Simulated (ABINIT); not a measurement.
Al:

```xyz
1
Lattice="-1.5912 1.5912 1.5912 1.5912 -1.5912 1.5912 1.5912 1.5912 -1.5912" Properties=species:S:1:pos:R:3 pbc="T T T"
Al    0.0000    0.0000    0.0000
```

This isn't the form of Al at room conditions, which is fcc.

Base run:

* Program: ABINIT 10.8.3 (patched build)
* Functional: r2SCAN
* Potentials or basis: JTH PAW PBE v2.0
* Cutoff: 490 eV
* k mesh: 12 × 12 × 12
* Occupations: fermi-dirac, width 0.05 eV
* Spin: no spin polarisation

Its results: band gap on the k mesh none (metal or under the smearing width); pressure 1.0 GPa.

Task: After a change of settings the same cell gave: band gap on the k mesh none (metal or under the smearing width); pressure 4.3 GPa. Which change was it?
A. functional from r2SCAN to AM05
B. functional from r2SCAN to PW91
C. functional from r2SCAN to WC
D. functional from r2SCAN to LDA

Result: B.

Caveats: the PAW data sets were made with another functional, which shifts forces and pressure a little.
